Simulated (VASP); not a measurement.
Wanted: the native input for a VASP 6.6.1 run.

* Task: relaxation of the atoms
* Functional: PBE
* Potentials or basis: VASP PAW PBE potentials, release 64 (Mg, O)
* Cutoff: 600 eV
* k mesh: 12 × 12 × 12
* Occupations: gaussian, width 0.03 eV
* Spin: no spin polarisation
* Further INCAR settings: ALGO = Normal; EDIFF = 1e-07; IBRION = 2; EDIFFG = -0.01; NSW = 40

The structure of MgO (Periclase) lies in POSCAR:

```
MgO                                     
1.0
    0.0000000000      2.1504119169      2.1504119169
    2.1504119169      0.0000000000      2.1504119169
    2.1504119169      2.1504119169      0.0000000000
  Mg              O             
     1     1
Direct
     0.0000000000000000    0.0000000000000000    0.0000000000000000
     0.5000000000000000    0.5000000000000000    0.5000000000000000
```

The cell isn't the ideal one: a relaxed cell with its volume scaled by 1.04.

The input as run:

INCAR

```
SYSTEM = MgO
  PREC = Accurate
  ENCUT = 600
  EDIFF = 1E-7
  ISMEAR = 0
  SIGMA = 0.03
  LREAL = .FALSE.
  LASPH = .TRUE.
  NELM = 80
  ALGO = Normal
  ISIF = 2
  LWAVE = .FALSE.
  LCHARG = .FALSE.
  GGA = PE
  IBRION = 2
  NSW = 40
  EDIFFG = -0.01
```

KPOINTS

```
Automatic mesh
0
G
  12 12 12
  0 0 0
```

Potentials or basis: VASP PAW PBE potentials, release 64 (Mg, O).

Run with:

```console
$ cat potpaw_PBE.64/Mg/POTCAR potpaw_PBE.64/O/POTCAR > POTCAR
$ mpirun -np 1 vasp_std > vasp.out
```

Results of the run:

```
Pressure after relaxing : -5.5 GPa
Band gap on the k mesh  : 4.14 eV, direct
```

Caveat: the relaxation stopped at its first step, so nothing moved.

Run time: 4.3 s on 1 thread of Intel(R) Xeon(R) 6975P-C (Granite Rapids), with other jobs on the host, peak memory 0.14 GiB.
